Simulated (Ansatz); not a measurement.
Input deck for Ansatz 0.2.0, then the block of the output on the nuclei.

The cell is a structure deposited in the COD whose atoms were relaxed with PBE, the cell held.

```yaml
crystal:
  lattice:
    - [2.93, 0.0, 0.0]
    - [-1.465, 2.5374544331, 0.0]
    - [0.0, 0.0, 4.79]
  atoms:
    - { symbol: Ag, position: [0.3333333333, 0.6666666667, 0.25] }
    - { symbol: Ag, position: [0.6666666667, 0.3333333333, 0.75] }
kpoints:
  mp_grid: { grid: [18, 18, 10] }
scf:
  occupations: { method: fermi_dirac, width: 0.05 }
hamiltonian:
  xc: lda
  pseudopotentials: { kind: paw }
output:
  forces: true
  stress: true
  populations: true
  efg: { contact_densities: true }
  write_density: true
  write_potential: true
  elf: true
  volumetric_format: npy
```

```sh
ansatz run input.yaml --threads 1 --pin off --max-ram 3072MiB --backend cpu --events-out ev --progress --plain --runs-dir out
```

Of the output, the block on the nuclei alone is shown; the set-up, the SCF iterations, energies, forces and stress are cut. One atom of each set with nearly equal values is shown.

```
--- PAW observables at the nuclei: V_zz in 10²¹ V/m², potentials from the cell's mean, atoms counted from 1 ---
  atom   1  Ag V_zz =    +0.101800   η = 0.0000   by run symmetry: allowed
            electrostatic potential = -7481.954528 V   contact ρ = 944548.405897 e/Å³
```

The run took 10 s of wall time (9.2 s of CPU time) and 0.46 GiB at its peak, on 1 thread of Intel Xeon 6975P-C (Granite Rapids) (x86_64; 16 cores open to the job, memory cap 3.0 GiB, no GPU), a shared host with a load of 2.1 a core.

At this cell the LDA pressure is -11 GPa, so with LDA the cell would shrink if it were relaxed. The run finds no gap above 0.1 eV (a metal, or nearly one), so the gradients can move by 10 % or more with the k-mesh. Without spin–orbit coupling (the program notes it for Ag) the gradients can shift somewhat, as the gap is small.
